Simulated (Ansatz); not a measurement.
Crystal: LiF (Griceite).

```
F Li
1.0
     0.00000    2.01400    2.01400
     2.01400    0.00000    2.01400
     2.01400    2.01400    0.00000
F Li
1 1
Direct
  0.50000 0.50000 0.50000
  0.00000 0.00000 0.00000
```

Program: Ansatz 0.2.0. Alike in all runs: no spin polarisation; cell as given.

Order these runs on this cell by their band gap on the k mesh, lowest first.
A. level HSE06; potentials or basis all-electron PAW datasets made for the crystal; k mesh 8 × 8 × 8; cutoff (eV) 430; smearing fermi-dirac 0.05 eV
B. level PBE0; potentials or basis all-electron PAW datasets made for the crystal; k mesh 8 × 8 × 8; cutoff (eV) 430; smearing fermi-dirac 0.05 eV
C. level RPBE; potentials or basis all-electron LAPW, scalar-relativistic; k mesh 11 × 11 × 11; cutoff (eV) 289; smearing gaussian 0.1 eV; basis error allowed 0.001 eV/atom
D. level LDA; potentials or basis all-electron LAPW, scalar-relativistic; k mesh 11 × 11 × 11; cutoff (eV) 286; smearing fermi-dirac 0.05 eV; basis error allowed 0.001 eV/atom

D (8.82 eV), C (9.31 eV), A (11.37 eV), B (12.13 eV).

Caveats: an odd mesh through Γ misses points on the zone boundary, where band edges often lie (some runs).

Not every run made on this cell is shown here.
